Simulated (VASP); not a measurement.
**SnO: equation of state with PBEsol**

SnO:

```
Sn O
1.0
     3.35500    0.00000    0.00000
     0.00000    5.67410    0.00000
     0.00000    0.00000    4.22197
Sn O
2 2
Cartesian
  1.6775 4.3582 0.0555
  0.0000 1.3159 2.1665
  1.6775 0.6171 1.0000
  0.0000 5.0570 3.1110
```

The cell comes from a database or a generator and needn't be the stable form of this composition.

```yaml
Program: VASP 6.6.1
Task: equation of state
Functional: PBEsol
Potentials_or_basis: VASP PAW PBE potentials, release 64 (Sn_d, O)
Cutoff: 520 eV
k_mesh: 8 × 5 × 6
Occupations: fermi-dirac, width 0.05 eV
Spin: no spin polarisation
```

```
Equilibrium volume                        : 19.39 Å³/atom
Bulk modulus at fixed shape and positions : 83 GPa
Pressure derivative of the bulk modulus   : 4.4
```

Energy against volume, from the lowest point:
```csv
volume (Å³/atom),energy (meV/atom)
18.887,3.37
19.289,0.00
19.691,1.07
20.093,6.09
20.495,14.66
20.897,26.38
21.299,40.95
```

All runs of the series together: 6.2 min on 1 thread of Intel(R) Xeon(R) 6975P-C (Granite Rapids), with other jobs on the host.

Caveat: the cell was scaled at fixed shape and fractional positions, which overstates the stiffness of a crystal with free parameters, most of all of layers and chains; the PAW data sets were made with another functional, which shifts forces and pressure a little.
